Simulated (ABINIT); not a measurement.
# Quasiparticle gap of AgBr (Fm-3m) in ABINIT, part 3 of 3

Aim: the G0W0 gap of AgBr (Fm-3m) on PBE with spin-orbit coupling, step by step.

ABINIT 10.8.3; PBE and many-body steps on it, plane waves. Known limits of the many-body steps: not at the basis limit; screening head approximate; d shell near the gap, gap tends to lie low; coarse k mesh.

So far. Step 4 (Empty states on the mesh, 4×4×4 mesh, 228 bands): On this mesh the gap is 0.588 eV. Step 5 (Screening, 4×4×4 mesh, 208 bands, screening to 149.7 eV): Local fields lower ε∞ by 7 %. On a Γ-centred mesh this coarse the value itself is usually too large, while a short band sum pulls it down.

The database entry behind the starting cell differs from later determinations by our own check (about 0.6 % short of the room-temperature cell), so it need not match the best structure at ambient conditions.

## 6. Self-energy, 4×4×4 mesh, 208 bands, screening to 149.7 eV

The self-energy is evaluated for the states that the input lists, and the levels follow from it, in one-shot runs by the linearised quasiparticle equation.

This step: G0W0 on PBE with spin-orbit coupling, plane waves, norm-conserving pseudopotentials.

run.abi reads:

```
acell 3*1.0 Angstrom
rprim 
  -0.000000000000 2.870150000000 2.870150000000
  2.870150000000 0.000000000000 2.870150000000
  2.870150000000 2.870150000000 0.000000000000
ntypat 2
znucl 47 35
natom 2
typat 1 2
xred 
  0.000000000000 0.000000000000 0.000000000000
  0.500000000000 0.500000000000 0.500000000000
pp_dirpath "pseudos"
pseudos "Ag.upf, Br.upf"
ecut 37
nspinor 2
ngkpt 4 4 4
nshiftk 1
shiftk 0 0 0
kptopt 1
chksymbreak 0
istwfk *1
occopt 1
irdwfk 1
optdriver 4
nband 208
gwcalctyp 0
ecutsigx 37
symsigma 0
nkptgw 2
kptgw 
  0.5000000000 0.0000000000 0.0000000000
  0.0000000000 0.0000000000 0.0000000000
bdgw 
  23 30
  23 32
ecuteps 5.5
irdscr 1
ppmodel 1
indata_prefix "in"
outdata_prefix "out"
tmpdata_prefix "tmp"
```

Command:

```sh
> OMP_NUM_THREADS=1 mpirun -n 4 abinit run.abi > log
```

Numbers of over 12 decimals in the logs are rounded to 6 here.

Output:

```text
.Version 10.8.3 of ABINIT. v10.8.2 released Aug 2026.

 Symmetries : space group Fm -3 m (#225); Bravais cF (face-center cubic)
[... echo of the input left out ...]
== DATASET  1 ==================================================================
-   mpi_nproc: 4, omp_nthreads: 1 (-1 if OMP is not activated)

--- !DatasetInfo
iteration_state: {dtset: 1, }
dimensions: {natom: 2, nkpt: 8, mband: 208, nsppol: 1, nspinor: 2, nspden: 1, mpw: 3479, }
cutoff_energies: {ecut:  37.0, pawecutdg:  -1.0, }
electrons: {nelect:   2.60000000E+01, charge:   0.00000000E+00, occopt:   1.00000000E+00, tsmear:   1.00000000E-02, }

 SIGMA: Calculation of the GW corrections

 Based on a program developped by R.W. Godby, V. Olevano, G. Onida, and L. Reining.
 Incorporated in ABINIT by V. Olevano, G.-M. Rignanese, and M. Torrent.
.Using double precision arithmetic ; gwpc =  8

[... cell and pseudopotentials left out ...]
--------------------------------------------------------------------------------

 ==== K-mesh for the wavefunctions ====
 Number of points in the irreducible wedge :     8
[... list of points left out ...]
 Together with 48 symmetry operations and time-reversal symmetry
 yields    64 points in the full Brillouin Zone.

 ==== Q-mesh for screening function ====
 Number of points in the irreducible wedge :     8
[... list of points left out ...]
 Together with 48 symmetry operations and time-reversal symmetry
 yields    64 points in the full Brillouin Zone.

 vcoul_init : cutoff-mode = AUXILIARY_FUNCTION
 q-points for optical limit:   1
     1)      0.000010    0.000020    0.000030
 setmesh: FFT mesh size selected  =    45x   45x   45
          total number of points  =        91125

 Number of electrons calculated from density =   26.0000; Expected =   26.0000
 average of density, n =  0.081477
 r_s =    1.4310
 omega_plasma =   27.5342 [eV]

 === KS Band Gaps ===
  >>>> For spin  1
   Minimum direct gap =   2.4257 [eV], located at k-point      :   0.0000  0.0000  0.0000
   Fundamental gap    =   0.5876 [eV], Top of valence bands at :   0.5000  0.0000  0.0000
                                       Bottom of conduction at :   0.0000  0.0000  0.0000
 SIGMA fundamental parameters:
 PLASMON POLE MODEL  1
 number of plane-waves for SigmaX                 3479
 number of plane-waves for SigmaC and W            181
 number of plane-waves for wavefunctions          3479
 number of bands                                   208
 number of independent spin polarizations            1
 number of spinorial components                      2
 number of k-points in IBZ                           8
 number of q-points in IBZ                           8
 number of symmetry operations                      48
 number of k-points in BZ                           64
 number of q-points in BZ                           64
 number of frequencies for dSigma/dE                 9
 frequency step for dSigma/dE [eV]                0.25
 number of omega for Sigma on real axis              0
 max omega for Sigma on real axis  [eV]           0.00
 zcut for avoiding poles [eV]                     0.10

 EPSILON^-1 parameters (SCR file):
 dimension of the eps^-1 matrix on file            181
 dimension of the eps^-1 matrix used               181
 number of plane-waves for wavefunctions          3479
 number of bands                                   208
 number of q-points in IBZ                           8
 number of frequencies                               2
 number of real frequencies                          1
 number of imag frequencies                          1

 matrix elements of self-energy operator (all in [eV])

 Perturbative Calculation

--- !SelfEnergy_ee
iteration_state: {dtset: 1, }
kpoint     : [   0.500,    0.000,    0.000, ]
spin       : 1
KS_gap     :    3.644
QP_gap     :    4.383
Delta_QP_KS:    0.740
data: !SigmaeeData |
     Band     E0 <VxcDFT>   SigX SigC(E0)      Z dSigC/dE  Sig(E)    E-E0       E
       23   4.847 -20.174 -24.532   3.610   0.798  -0.253 -20.771  -0.597   4.250
       24   4.847 -20.174 -24.532   3.610   0.798  -0.253 -20.771  -0.597   4.250
       25   4.992 -19.541 -23.691   3.391   0.800  -0.251 -20.148  -0.607   4.385
       26   4.992 -19.541 -23.691   3.391   0.800  -0.251 -20.148  -0.607   4.385
       27   8.636  -8.818  -4.771  -3.888   0.832  -0.202  -8.685   0.133   8.769
       28   8.636  -8.818  -4.771  -3.888   0.832  -0.202  -8.685   0.133   8.769
       29  11.505 -13.330  -7.298  -5.008   0.801  -0.249 -12.510   0.820  12.325
       30  11.505 -13.330  -7.298  -5.008   0.801  -0.249 -12.510   0.820  12.325

--- !SelfEnergy_ee
iteration_state: {dtset: 1, }
kpoint     : [   0.000,    0.000,    0.000, ]
spin       : 1
KS_gap     :    2.426
QP_gap     :    3.544
Delta_QP_KS:    1.118
data: !SigmaeeData |
     Band     E0 <VxcDFT>   SigX SigC(E0)      Z dSigC/dE  Sig(E)    E-E0       E
       23   3.154 -13.185 -16.588   2.396   0.799  -0.251 -13.990  -0.805   2.349
       24   3.154 -13.185 -16.603   2.403   0.799  -0.251 -13.997  -0.812   2.343
[...]
28   5.580 -10.608  -6.502  -3.732   0.826  -0.210 -10.299   0.309   5.889
       29  14.804 -11.395  -6.516  -4.303   0.820  -0.220 -10.923   0.472  15.276
       30  14.804 -11.395  -6.514  -4.304   0.820  -0.220 -10.922   0.473  15.278
       31  14.804 -11.395  -6.512  -4.305   0.820  -0.220 -10.921   0.474  15.279
       32  14.804 -11.395  -6.513  -4.304   0.820  -0.220 -10.922   0.473  15.278

== END DATASET(S) ==============================================================
================================================================================

 -outvars: echo values of variables after computation  --------
           etotal      0.0000000000E+00
            nband         208
             nkpt           8
          spgroup         225
 [... the other variables as echoed above ...]

 Calculation completed.
```

Wall time 4.4 min (4 MPI ranks of Arm Neoverse V1, shared host); peak memory 2.1 GiB; 18 min of CPU time.

Numbers from this step:

* G0W0 gap on the points computed: 1.504 eV
* starting gap on the mesh: 0.5878 eV
* k of the valence top: 0.5, 0, 0
* k of the conduction bottom: 0, 0, 0
* Z at the valence top: 0.8
* Z at the conduction bottom: 0.826
* least direct G0W0 gap on the computed points: 3.54 eV

The gap on the mesh goes from 0.59 eV to 1.50 eV, a correction of +0.92 eV.

Limits: finite bands, cutoff and mesh; screening head approximate; d shell near the gap, gap tends to lie low; coarse k mesh. v1 is the top filled band, c1 the lowest empty one. Levels before and after the correction, in eV, zero at the valence-band top of each column:

|  | conduction bottom | valence top |
| --- | --- | --- |
| Kohn-Sham | 0.59 | 0.00 |
| G0W0 | 1.50 | 0.00 |

|  | level | energy (eV) |
| --- | --- | --- |
| Kohn-Sham | (0.5 0 0) v3 | -0.145 |
| Kohn-Sham | (0.5 0 0) v2-v1 | 0.000 |
| Kohn-Sham | (0.5 0 0) c1-c2 | 3.644 |
| Kohn-Sham | (0.5 0 0) c3 | 6.513 |
| Kohn-Sham | Γ v3-v1 | -1.838 |
| Kohn-Sham | Γ c1-c2 | 0.588 |
| Kohn-Sham | Γ c3 | 9.812 |
| G0W0 | (0.5 0 0) v3 | -0.135 |
| G0W0 | (0.5 0 0) v2-v1 | 0.000 |
| G0W0 | (0.5 0 0) c1-c2 | 4.384 |
| G0W0 | (0.5 0 0) c3 | 7.940 |
| G0W0 | Γ v3-v1 | -2.042 |
| G0W0 | Γ c1-c2 | 1.504 |
| G0W0 | Γ c3 | 10.891 |

## 7. Where the time went

Times are wall times on 4 MPI ranks of Arm Neoverse V1, shared host, good to a factor of about two.

| step | time | share | memory (GiB) |
| --- | --- | --- | --- |
| ground state | 63 s | 8 % | 0.42 |
| bands along the symmetry lines | 52 s | 6 % | 0.43 |
| empty states on the mesh | 3.2 min | 24 % | 0.59 |
| screening | 4.1 min | 30 % | 2.5 |
| self-energy | 4.4 min | 32 % | 2.1 |

## 8. Results

```
PBE gap              : 0.59 eV, indirect
G0W0 gap on the mesh : 1.50 eV
GW settings          : 4×4×4 mesh, 208 bands, screening to 149.7 eV, Godby-Needs plasmon pole
known limits         : not at the basis limit; screening head approximate; d shell near the gap, gap tends to lie low; coarse k mesh
```

What this shows: G0W0 moves the gap on the mesh from 0.59 eV to 1.50 eV (+0.92 eV), with Z of 0.80 and 0.83 at the edges. Local fields lower the RPA ε∞ on this mesh from 7.40 to 6.86; a Γ-centred mesh this coarse tends to raise both, most where the direct gap is narrow, while a short band sum lowers them. Only 2 of the mesh's irreducible points were corrected, so a valley elsewhere could overtake. Bands and cutoff are finite, so the gap is not at the basis limit. The miss can reach some tenths of an eV and take either sign; the mesh is an error of its own. In the G0W0 run levels were corrected at 2 k points alone, so a gap called «on the mesh» is the least over those, and an edge elsewhere would be missed. The 4×4×4 mesh is coarse for this cell, which bears on the long-range parts of exchange and screening. The long-wavelength limit of the screening leaves out the non-local commutator, which shifts ε∞. A d shell, filled or nearly so, lies near the gap. One-shot GW converges very slowly in bands there, not always from below, and on a semilocal start the gap tends to come out low; starts rich in exact exchange can overshoot instead.

[Paths, hosts, dates, memory and timing lines, banners, echoed tables and standing remarks are left out of the program output.]

[Logs are printed without paths, hosts, clocks, repeated set-up lines and the standing remarks that a program may print on its own settings, such as how far it seeks lower states.]

[Runs of the session that timed out or met a known fault of the program may be left out.]

[Hosts, paths, dates, database ids (printed as entryN), source tags and the programs' standing remarks are cut or masked in the printed files.]

[G0W0 gaps are taken among the corrected bands and points alone; a level outside them can change the order at an edge.]

[Where Ansatz stands beside ABINIT at settings called matched, ABINIT's density can come from a denser mesh and the files from another edition; pairs whose starting gaps differed by over 0.03 eV were left out, so agreement reads better than it is.]
